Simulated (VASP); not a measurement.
Crystal: InPd.

```
In Pd
1.0
     3.27188    0.00000    0.00000
     0.00000    3.27188    0.00000
     0.00000    0.00000    3.27188
In Pd
1 1
Direct
  0.00000 0.00000 0.00000
  0.50000 0.50000 0.50000
```

The cell comes from a database or a generator and needn't be the stable form of this composition.

Base run:

* Program: VASP 6.6.1
* Functional: revPBE
* Potentials or basis: VASP PAW PBE potentials, release 64 (In_d, Pd)
* Cutoff: 520 eV
* k mesh: 8 × 8 × 8
* Occupations: fermi-dirac, width 0.05 eV
* Spin: no spin polarisation

Its results: pressure 6.2 GPa.

Question: The run is repeated on the same cell with these changes: functional from revPBE to r2SCAN. What comes out?

Answer: Pressure 0.0 GPa.

Caveats: the PAW data sets were made with another functional, which shifts forces and pressure a little.

Not every run made on this cell is shown here.
